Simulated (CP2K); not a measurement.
Slab: MoS2, a slab with vacuum.

```
Mo S
1.0
     3.18454    0.00000    0.00000
    -1.59227    2.75789    0.00000
     0.00000    0.00000   21.67053
Mo S
2 4
Direct
  0.33333 0.66667 0.85116
  0.66667 0.33333 0.14884
  0.66667 0.33333 0.77963
  0.33333 0.66667 0.07725
  0.66667 0.33333 0.92275
  0.33333 0.66667 0.22037
```

Program: CP2K 2026.2. Alike in all runs: task single point; level PBE; no spin polarisation; cell as given; k mesh 10 × 10 × 2; smearing fermi-dirac 0.05 eV. Hardware: 1 thread of Arm Neoverse V2, with other jobs on the host.

Question: Order these runs on this cell by their wall time, lowest first.
A. potentials or basis GTH_POTENTIALS Mo GTH-PBE-q14, S GTH-PBE-q6; SZV-MOLOPT-SR-GTH basis; ADDED_MOS [10]
B. potentials or basis POTENTIAL_UZH Mo GTH-PBE-q14, S GTH-PBE-q6; TZV2P-MOLOPT-PBE-GTH basis; ADDED_MOS [24]
C. potentials or basis POTENTIAL_UZH Mo GTH-PBE-q14, S GTH-PBE-q6; DZVP-MOLOPT-PBE-GTH basis; ADDED_MOS [24]

Answer: A (24 s), C (52 s), B (110 s).
